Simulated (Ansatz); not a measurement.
# Cd: a Cd atom hops into a vacancy

One Cd atom is taken out of a 3×3×1 supercell of Cd. How high is the barrier for its neighbour Cd2, 3.34 Å away, to move into the hole? The program relaxes both ends, then the band.

The COD entry's cell or inner coordinates are ideal or old and differ from later refinements, so a difference from it is no clean test against experiment.

Method: DFT PBE, plane waves, PAW, scalar-relativistic, no spin polarisation, in Ansatz 0.2.0.

## (1) The starting structure

The cell holds 17 atoms (Cd17): a = 9.044 Å, b = 9.044 Å, c = 5.685 Å, α = 90.00°, β = 90.00°, γ = 60.00°.

The empty site lies at (-1.50, 4.39, 7.11) Å, and Cd2 starts at (0.00, 3.50, 4.27) Å. All atoms were shaken by about 0.02 Å to break the symmetry.

Structure file:

```cif
data_structure
_symmetry_space_group_name_H-M 'P 1'
_symmetry_Int_Tables_number 1
_cell_length_a 9.0443
_cell_length_b 9.0443
_cell_length_c 5.6855
_cell_angle_alpha 90.000
_cell_angle_beta 90.000
_cell_angle_gamma 60.000
_cell_volume 402.76
loop_
_atom_site_label
_atom_site_type_symbol
_atom_site_fract_x
_atom_site_fract_y
_atom_site_fract_z
_atom_site_occupancy
Cd1 Cd 0.11132 0.11146 0.25432 1
Cd2 Cd 0.22413 0.22319 0.75029 1
Cd3 Cd 0.21843 0.56265 0.75034 1
Cd4 Cd 0.11398 0.77510 0.25185 1
Cd5 Cd 0.22473 0.88935 0.73940 1
Cd6 Cd 0.44567 0.11372 0.24406 1
Cd7 Cd 0.55764 0.22465 0.75005 1
Cd8 Cd 0.44596 0.44228 0.24823 1
Cd9 Cd 0.55711 0.55629 0.74702 1
Cd10 Cd 0.44184 0.77967 0.25838 1
Cd11 Cd 0.55934 0.88590 0.75030 1
Cd12 Cd 0.77999 0.11467 0.25099 1
Cd13 Cd 0.89000 0.22126 0.75588 1
Cd14 Cd 0.77722 0.44829 0.24847 1
Cd15 Cd 0.88825 0.55885 0.75012 1
Cd16 Cd 0.77553 0.77764 0.25523 1
Cd17 Cd 0.89320 0.88457 0.75433 1
```

## (2) The band

crystal.atoms is the first end and neb.final_atoms the second, which differs in Cd2 alone.

Input file input.yaml:

```yaml
crystal:
  lattice:
    - [4.52214582, 7.83258632, 0.0]
    - [-4.52214582, 7.83258632, 0.0]
    - [0.0, 0.0, 5.685473]
  atoms:
    - { symbol: Cd, position: [0.11132165, 0.11146244, 0.25431744] }
    - { symbol: Cd, position: [0.22412872, 0.22318648, 0.75028625] }
    - { symbol: Cd, position: [0.21842521, 0.56265082, 0.7503391] }
    - { symbol: Cd, position: [0.11397619, 0.77510431, 0.25185084] }
    - { symbol: Cd, position: [0.22472577, 0.8893549, 0.73939544] }
    - { symbol: Cd, position: [0.44566932, 0.1137191, 0.24406054] }
    - { symbol: Cd, position: [0.55764008, 0.22464929, 0.75005364] }
    - { symbol: Cd, position: [0.44595567, 0.44228036, 0.24823273] }
    - { symbol: Cd, position: [0.55711055, 0.55629196, 0.74702111] }
    - { symbol: Cd, position: [0.44184283, 0.77966803, 0.25838424] }
    - { symbol: Cd, position: [0.55934379, 0.88590303, 0.75029675] }
    - { symbol: Cd, position: [0.77999052, 0.11466923, 0.25099222] }
    - { symbol: Cd, position: [0.88999736, 0.22126199, 0.75587575] }
    - { symbol: Cd, position: [0.77722411, 0.44828545, 0.24846814] }
    - { symbol: Cd, position: [0.88825498, 0.55885328, 0.75012445] }
    - { symbol: Cd, position: [0.77552693, 0.77764341, 0.25522848] }
    - { symbol: Cd, position: [0.89319743, 0.88456818, 0.75432858] }
kpoints:
  mp_grid: { grid: [2, 2, 3] }
magnetization:
  spin_polarized: false
scf:
  occupations: { method: fermi_dirac, width: 0.05 }
hamiltonian:
  pseudopotentials: { kind: paw }
  xc: pbe
basis:
  ecutwfc: 420
neb:
  images: 5
  relax_end_points: true
  climbing: true
  f_tol: 0.05
  max_iterations: 40
  order_check: false
  final_atoms:
    - { symbol: Cd, position: [0.11132165, 0.11146244, 0.25431744] }
    - { symbol: Cd, position: [0.11413, 0.44657059, 1.24980897] }
    - { symbol: Cd, position: [0.21842521, 0.56265082, 0.7503391] }
    - { symbol: Cd, position: [0.11397619, 0.77510431, 0.25185084] }
    - { symbol: Cd, position: [0.22472577, 0.8893549, 0.73939544] }
    - { symbol: Cd, position: [0.44566932, 0.1137191, 0.24406054] }
    - { symbol: Cd, position: [0.55764008, 0.22464929, 0.75005364] }
    - { symbol: Cd, position: [0.44595567, 0.44228036, 0.24823273] }
    - { symbol: Cd, position: [0.55711055, 0.55629196, 0.74702111] }
    - { symbol: Cd, position: [0.44184283, 0.77966803, 0.25838424] }
    - { symbol: Cd, position: [0.55934379, 0.88590303, 0.75029675] }
    - { symbol: Cd, position: [0.77999052, 0.11466923, 0.25099222] }
    - { symbol: Cd, position: [0.88999736, 0.22126199, 0.75587575] }
    - { symbol: Cd, position: [0.77722411, 0.44828545, 0.24846814] }
    - { symbol: Cd, position: [0.88825498, 0.55885328, 0.75012445] }
    - { symbol: Cd, position: [0.77552693, 0.77764341, 0.25522848] }
    - { symbol: Cd, position: [0.89319743, 0.88456818, 0.75432858] }
```

Command:

```sh
$ ansatz run input.yaml --threads 4 --pin off --max-ram 8192MiB --backend cpu --events-out ev --progress --plain --runs-dir out
```

The log of the run (excerpt; [...] marks lines left out):

```text
Warning: neb: disabling space-group detection — the band's intermediate images generally break the endpoint symmetry, so no spatial operation reduces the k-mesh or symmetrises the density, except that a semilocal band can use its path's symmetry ahead of convergence; time reversal is [...]
Warning: RAYON_NUM_THREADS=4 ignored (pool sized by the plan → 4); use --threads N
[...]
Pseudopotentials: kind: paw
Pseudopotential: Cd, paw, valence charge 20, recommended cutoff 420 eV (normal), Cd.paw.azcp
Functional definition: PBE
[...]
parallel-image band execution: 4 concurrent image workers
NEB image 0
Crystal: 17 atoms, lattice volume = 402.760 Å³
Basis set: ecut = 420 eV, 7855 PW (Γ), exchange–correlation on 128×128×80 points (8 copies of the dense FFT grid, shifted against one another)
Bands: 204, of which v1, the nominal top of the filled ones, is band 170 counted from 1 (169 counted from 0)
Symmetry: 1 space group operations
k-points: 8 of 12 (time reversal used)
[...]
SCF iter   1: F=—  HF=-140325.980979 eV  |F-HF|=—  |Δ(HF+E_count)|=         —  Δρ=1.40e-3  dr2=3.19e-2  ethr=1.77e-3  ⟨swp⟩=5.1  Hψ=5190  notcnv=0  defer=93
[...]
NSCF: frozen V_eff on 8 k-points
NEB image 6
[...]
NSCF: frozen V_eff on 8 k-points
NEB end point (image 0): max|allowed force component| = 3.579e-1 eV/Å (the criterion of neb.relax_end_points is 1.000e-2)
NEB end point (image 6): max|allowed force component| = 4.581e-1 eV/Å (the criterion of neb.relax_end_points is 1.000e-2)
NEB image 0, for its relaxation
[...]
NEB image 0, for its relaxation
[...]
NEB image 0, for its relaxation
[...]
NEB image 0
[...]
NSCF: frozen V_eff on 8 k-points
NEB end point (image 0): relaxed in 13 SCF iterations, 0.112885 eV lower, largest move of an atom 0.090 Å; not tested for a saddle point
NEB image 6, for its relaxation
[...]
NEB image 6, for its relaxation
[...]
NEB image 6, for its relaxation
[...]
SCF iter   2: F=—  HF=-140326.089025 eV  |F-HF|=—  |Δ(HF+E_count)|=   1.72e-4  Δρ=4.74e-4  dr2=1.11e-3  ethr=6.75e-7  ⟨swp⟩=2.0  Hψ=2918  notcnv=0  defer=89
```

## (3) The log goes on

The log, continued (excerpt; [...] marks lines left out):

```text
SCF iter   3: F=—  HF=-140326.088702 eV  |F-HF|=—  |Δ(HF+E_count)|=   3.23e-4  Δρ=1.11e-4  dr2=5.36e-5  ethr=3.27e-7  ⟨swp⟩=2.0  Hψ=2501  notcnv=0  defer=89
[...]
NEB image 6
[...]
NSCF: frozen V_eff on 8 k-points
NEB end point (image 6): relaxed in 14 SCF iterations, 0.150426 eV lower, largest move of an atom 0.116 Å; not tested for a saddle point
NEB image 1
[...]
NEB image 2
[...]
NEB image 3
[...]
NEB image 4
[...]
NEB image 5
[...]
SCF iter   7: F=-140325.922949 eV  HF=-140325.922949 eV  |F-HF|=7.92e-9  |Δ(HF+E_count)|=   1.96e-7  Δρ=2.77e-6  dr2=3.02e-8  ethr=2.94e-11  ⟨swp⟩=4.0  Hψ=5088  notcnv=0
[...]
NEB iter   1: max|band force component| = 1.107e0 eV/Å  barrier→ = 0.6673 eV  barrier← = 0.6674 eV  Δτ_max = 0.1997 Å  (52 SCF iters)
[...]
    - { symbol: Cd, position: [0.5404919696347567, 0.2319619510326539, 0.7590328236984957] }
    - { symbol: Cd, position: [0.43838876908272023, 0.4364341810888534, 0.24222467829697486] }
    - { symbol: Cd, position: [0.5558660282126215, 0.5577082645217137, 0.7538795119119382] }
    - { symbol: Cd, position: [0.4494508463578797, 0.7706085574243076, 0.2526950831377738] }
    - { symbol: Cd, position: [0.5448656380140029, 0.9049846970342295, 0.7728014512833917] }
    - { symbol: Cd, position: [0.7795144971670284, 0.11061134814438012, 0.24723967824877607] }
    - { symbol: Cd, position: [0.8966734929276519, 0.23203273176267541, 0.7591284145428129] }
    - { symbol: Cd, position: [0.7945365876937325, 0.4363068907918341, 0.24195955644043338] }
    - { symbol: Cd, position: [0.8844944558078689, 0.567107163908295, 0.6934582355537927] }
    - { symbol: Cd, position: [0.790417275765, 0.7632519906583516, 0.2271739196868463] }
    - { symbol: Cd, position: [0.8857626848523775, 0.8978414733401167, 0.7483111739539926] }
```

Wall time 22 min (4 threads of Arm Neoverse N1, shared host); peak memory 3.7 GiB.

## (4) What the band shows

The 5 inner images lie between the fixed ends 0 and 6. Energy is taken from image 0, and the path length is the program's own coordinate along the band.

| image | path (Å) | energy (eV) | Cd2 x y z (Å) | band force (eV/Å) |
| --- | --- | --- | --- | --- |
| 0 | 0.000 | 0.0000 | -0.02 3.51 4.27 | - |
| 1 | 0.633 | 0.0063 | -0.11 3.56 4.79 | 0.009 |
| 2 | 1.265 | 0.0656 | -0.38 3.71 5.23 | 0.018 |
| 3* | 1.898 | 0.1101 | -0.75 3.93 5.69 | 0.006 |
| 4 | 2.545 | 0.0639 | -1.13 4.15 6.15 | 0.020 |
| 5 | 3.192 | 0.0053 | -1.40 4.30 6.60 | 0.011 |
| 6 | 3.839 | -0.0001 | -1.49 4.35 7.14 | - |

The star marks the climbing image.

image, energy (eV) and a bar:
```
        0      0.000 
        1      0.006 ##
        2      0.066 ##################
        3      0.110 ##############################
        4      0.064 #################
        5      0.005 #
        6      0.000
```

The top of the band by iteration:

| iteration | highest image above image 0 (eV) | largest band force (eV/Å) |
| --- | --- | --- |
| 1 | 0.6673 | 1.107 |
| 2 | 0.2031 | 0.118 |
| 3 | 0.1492 | 0.070 |
| 4 | 0.1156 | 0.029 |
| 5 | 0.1112 | 0.051 |
| 6 | 0.1101 | 0.020 |

The band as a trajectory file:

```xyz
17
Lattice="4.522 7.833 0.000 -4.522 7.833 0.000 0.000 0.000 5.685" Properties=species:S:1:pos:R:3 pbc="T T T" image=0 dE=0.0000
Cd   -0.030    1.824    1.423
Cd   -0.019    3.507    4.268
Cd   -1.507    6.082    4.271
Cd   -2.968    6.911    1.425
Cd   -3.023    8.711    4.252
Cd    1.429    4.356    1.424
Cd    1.491    6.096    4.267
Cd   -0.046    6.914    1.422
Cd    0.012    8.710    4.263
Cd   -1.508    9.586    1.414
Cd   -1.507   11.339    4.265
Cd    3.015    6.976    1.430
Cd    3.017    8.736    4.277
Cd    1.538    9.660    1.430
Cd    1.528   11.339    4.266
Cd    0.074   12.189    1.427
Cd    0.018   13.929    4.275
17
Lattice="4.522 7.833 0.000 -4.522 7.833 0.000 0.000 0.000 5.685" Properties=species:S:1:pos:R:3 pbc="T T T" image=1 dE=0.0063
Cd   -0.002    1.798    1.610
Cd   -0.114    3.560    4.789
Cd   -1.544    6.103    4.171
Cd   -2.958    6.905    1.381
Cd   -3.068    8.751    4.317
Cd    1.472    4.346    1.606
Cd    1.450    6.108    4.247
Cd   -0.034    6.894    1.389
Cd   -0.023    8.730    4.246
Cd   -1.484    9.574    1.444
Cd   -1.564   11.356    4.313
Cd    3.019    6.975    1.364
Cd    2.983    8.764    4.251
Cd    1.561    9.657    1.388
Cd    1.493   11.361    4.163
Cd    0.091   12.185    1.376
Cd   -0.016   13.947    4.218
17
Lattice="4.522 7.833 0.000 -4.522 7.833 0.000 0.000 0.000 5.685" Properties=species:S:1:pos:R:3 pbc="T T T" image=2 dE=0.0656
Cd    0.054    1.741    1.722
Cd   -0.384    3.714    5.234
Cd   -1.582    6.137    4.026
Cd   -2.935    6.891    1.328
Cd   -3.105    8.801    4.374
Cd    1.550    4.328    1.714
Cd    1.407    6.091    4.290
Cd   -0.009    6.849    1.371
Cd   -0.033    8.736    4.261
Cd   -1.447    9.553    1.441
Cd   -1.627   11.362    4.366
Cd    3.024    6.973    1.378
Cd    2.975    8.808    4.293
Cd    1.614    9.658    1.369
Cd    1.444   11.377    4.019
Cd    0.116   12.173    1.321
Cd   -0.051   13.967    4.240
17
Lattice="4.522 7.833 0.000 -4.522 7.833 0.000 0.000 0.000 5.685" Properties=species:S:1:pos:R:3 pbc="T T T" image=3 dE=0.1101
Cd    0.073    1.713    1.749
Cd   -0.755    3.929    5.689
Cd   -1.580    6.150    3.948
Cd   -2.929    6.886    1.297
Cd   -3.101    8.808    4.399
Cd    1.582    4.325    1.743
Cd    1.395    6.050    4.315
Cd    0.009    6.852    1.377
Cd   -0.008    8.722    4.286
Cd   -1.452    9.556    1.437
Cd   -1.629   11.356    4.394
Cd    3.025    6.972    1.406
Cd    3.006    8.841    4.316
Cd    1.620    9.641    1.376
Cd    1.435   11.370    3.943
Cd    0.123   12.169    1.292
Cd   -0.055   13.970    4.255
17
Lattice="4.522 7.833 0.000 -4.522 7.833 0.000 0.000 0.000 5.685" Properties=species:S:1:pos:R:3 pbc="T T T" image=4 dE=0.0639
Cd    0.075    1.726    1.671
Cd   -1.134    4.147    6.152
Cd   -1.559    6.122    3.976
Cd   -2.924    6.892    1.323
Cd   -3.093    8.804    4.371
Cd    1.574    4.316    1.654
Cd    1.403    6.035    4.319
Cd    0.039    6.882    1.402
Cd   -0.007    8.723    4.317
Cd   -1.455    9.557    1.455
Cd   -1.622   11.353    4.360
Cd    3.051    6.957    1.432
Cd    3.024    8.844    4.324
Cd    1.607    9.597    1.402
Cd    1.470   11.367    3.971
Cd    0.120   12.162    1.317
Cd   -0.059   13.974    4.248
17
Lattice="4.522 7.833 0.000 -4.522 7.833 0.000 0.000 0.000 5.685" Properties=species:S:1:pos:R:3 pbc="T T T" image=5 dE=0.0053
Cd    0.035    1.762    1.540
Cd   -1.401    4.301    6.604
Cd   -1.503    6.064    4.092
Cd   -2.963    6.944    1.382
Cd   -3.069    8.788    4.321
Cd    1.525    4.333    1.479
Cd    1.458    6.036    4.290
Cd    0.030    6.927    1.447
Cd   -0.002    8.721    4.332
Cd   -1.492    9.577    1.478
Cd   -1.597   11.341    4.296
Cd    3.038    6.964    1.445
Cd    3.050    8.797    4.308
Cd    1.563    9.583    1.446
Cd    1.551   11.347    4.087
Cd    0.055   12.169    1.374
Cd   -0.021   13.952    4.246
17
Lattice="4.522 7.833 0.000 -4.522 7.833 0.000 0.000 0.000 5.685" Properties=species:S:1:pos:R:3 pbc="T T T" image=6 dE=-0.0001
Cd    0.001    1.779    1.450
Cd   -1.487    4.355    7.137
Cd   -1.478    6.035    4.287
Cd   -3.004    6.983    1.443
Cd   -3.061    8.780    4.281
Cd    1.487    4.355    1.351
Cd    1.475    6.033    4.243
Cd    0.001    6.958    1.429
Cd    0.001    8.716    4.271
Cd   -1.524    9.598    1.425
Cd   -1.583   11.337    4.238
Cd    3.005    6.984    1.418
Cd    3.062    8.779    4.273
Cd    1.524    9.599    1.426
Cd    1.586   11.336    4.275
Cd   -0.001   12.188    1.422
Cd    0.000   13.938    4.272
```

## (5) Outcome

| quantity | value |
| --- | --- |
| relaxation of the ends | 0.113 eV lower, moves up to 0.09 Å; 0.150 eV lower, moves up to 0.12 Å |
| barrier forwards | 0.11 eV |
| barrier backwards | 0.11 eV |
| second end relative to first | 0.000 eV |
| highest image | 3 of 0 to 6, climbing |
| band iterations | 6 |

Along this path the system climbs 0.11 eV from the first end (4 kT at 300 K); with a typical attempt rate of 10^13 per second that is roughly 10^11 events a second. Both ends agree in energy to 1 meV. The input switches the test of curvatures off, so the top was not shown to be a first-order saddle. The cell of 17 atoms is small, so the barrier is not converged with size.
